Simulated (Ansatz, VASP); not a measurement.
# Al: VASP beside Ansatz

Contents of POSCAR:

```
Al
1.0
    2.9530781191      0.0000000000      0.0000000000
   -1.4765390595      2.5574406705      0.0000000000
    0.0000000000      0.0000000000      5.1101925000
Al
2
Direct
    0.6666666667      0.3333333333      0.7500000000
    0.3333333333      0.6666666667      0.2500000000
```

Contents of INCAR.step1:

```
SYSTEM = Al
PREC = Accurate ; ENCUT = 520
ISMEAR = 0 ; SIGMA = 0.15
LREAL = .FALSE. ; LASPH = .TRUE.
NELM = 80 ; NBANDS = 10
GGA = PE ; ALGO = Normal
EDIFF = 1E-4 ; LWAVE = .TRUE.
LCHARG = .FALSE.
```

The input INCAR.step2:

```
SYSTEM = Al
PREC = Accurate ; ENCUT = 520
EDIFF = 1E-6 ; ISMEAR = 0
SIGMA = 0.15 ; LREAL = .FALSE.
LASPH = .TRUE. ; NELM = 80
ALGO = Normal ; ISIF = 2
LWAVE = .FALSE. ; LCHARG = .TRUE.
METAGGA = R2SCAN ; LMIXTAU = .TRUE.
LELF = .TRUE. ; LVHAR = .TRUE.
NBANDS = 10 ; ISTART = 1
```

The input KPOINTS:

```
regular mesh
0
G
  18 18 10
  0 0 0
```

Input for Ansatz:

```yaml
crystal:
  lattice:
    - [2.9530781191, 0.0, 0.0]
    - [-1.4765390595, 2.5574406705, 0.0]
    - [0.0, 0.0, 5.1101925]
  atoms:
    - { symbol: Al, position: [0.6666666667, 0.3333333333, 0.75] }
    - { symbol: Al, position: [0.3333333333, 0.6666666667, 0.25] }
basis:
  ecutwfc: 500
kpoints:
  mp_grid: { grid: [18, 18, 10] }
hamiltonian:
  xc: r2scan
scf:
  occupations: { method: gaussian, width: 0.15 }
output:
  forces: true
  stress: true
  eigenvalues: true
```

Change from the starting cell: strain +0.050 along x and y, +0.050 along z, atoms carried along.

Alike in both runs: task single point; functional r2SCAN; k mesh 18 × 18 × 10; occupations gaussian, width 0.15 eV; no spin polarisation.

|  | VASP | Ansatz |
| --- | --- | --- |
| version | VASP 6.6.1 | Ansatz 0.2.0 |
| potentials or method | VASP PAW PBE potentials, release 64 (Al) | scalar-relativistic, plane waves, PAW |
| plane-wave cutoff (eV) | 520 | 500 |
| valence electrons in the cell | 6 | 6 |

|  | VASP | Ansatz | Ansatz less VASP |
| --- | --- | --- | --- |
| gap on the k mesh at the Fermi level (eV) | none | none | - |
| pressure (GPa) | -10.8 | -10.6 | +0.18 |
| largest component of the traceless stress (GPa) | 0.15 | 0.17 | +0.016 |

A gap of «none» marks a metal or a gap that the smearing closes.

Caveats: the PAW data sets were made with another functional, which shifts forces and pressure a little (VASP).
